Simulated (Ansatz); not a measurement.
# TiO2: the cost of one run

All numbers below are computed with Ansatz 0.2.0 (DFT PBEsol, scalar-relativistic, plane waves, PAW).

4 further runs of the same task are left out: 4 set aside as unsound or not needed. Runs told in other sessions of the task aren't counted.

**1. The starting structure**

The cell holds 30 atoms (AlO20Ti9): a = 7.639 Å, b = 7.639 Å, c = 7.639 Å, α = 102.54°, β = 113.04°, γ = 113.04°.

The coordinates of this cell stand in the input of its own run.

The host was relaxed before at PBEsol: a = 3.769 Å, b = 3.769 Å, c = 9.558 Å, α = 90.00°, β = 90.00°, γ = 90.00° (conventional cell), 11.314 Å³/atom.

Places, in fractions of the supercell: Al in place of Ti at (0.400, 0.600, 0.800). The start keeps the symmetry of the ideal site.

**2. Band edges of the host over the zone**

File input.yaml:

```yaml
crystal:
  lattice:
    - [-1.8843961947, 1.8843961947, 4.7791519191]
    - [1.8843961947, -1.8843961947, 4.7791519191]
    - [1.8843961947, 1.8843961947, -4.7791519191]
  atoms:
    - { symbol: Ti, position: [0.0, 0.0, 0.0] }
    - { symbol: Ti, position: [0.75, 0.25, 0.5] }
    - { symbol: O, position: [0.9574304757, 0.4574304757, 0.5] }
    - { symbol: O, position: [0.2074304757, 0.2074304757, 0.0] }
    - { symbol: O, position: [0.5425695243, 0.0425695243, 0.5] }
    - { symbol: O, position: [0.7925695243, 0.7925695243, 0.0] }
basis:
  ecutwfc: 420
  xc_grid: 2
kpoints:
  mp_grid: { grid: [10, 10, 10] }
  band_path: { path: [VBM, CBM], npoints: 2 }
hamiltonian:
  xc: pbesol
scf:
  occupations: { method: gaussian, width: 0.02 }
output:
  forces: true
  stress: true
  eigenvalues: true
```

The run is started by

```sh
ansatz run input.yaml --threads 8 --pin off --max-ram 16384MiB --backend cpu --events-out ev --progress --plain --runs-dir out
```

Q: Estimate wall time and peak memory on 8 threads of Arm Neoverse V1, shared host.

About 2.9 s, with a peak of 0.53 GiB.
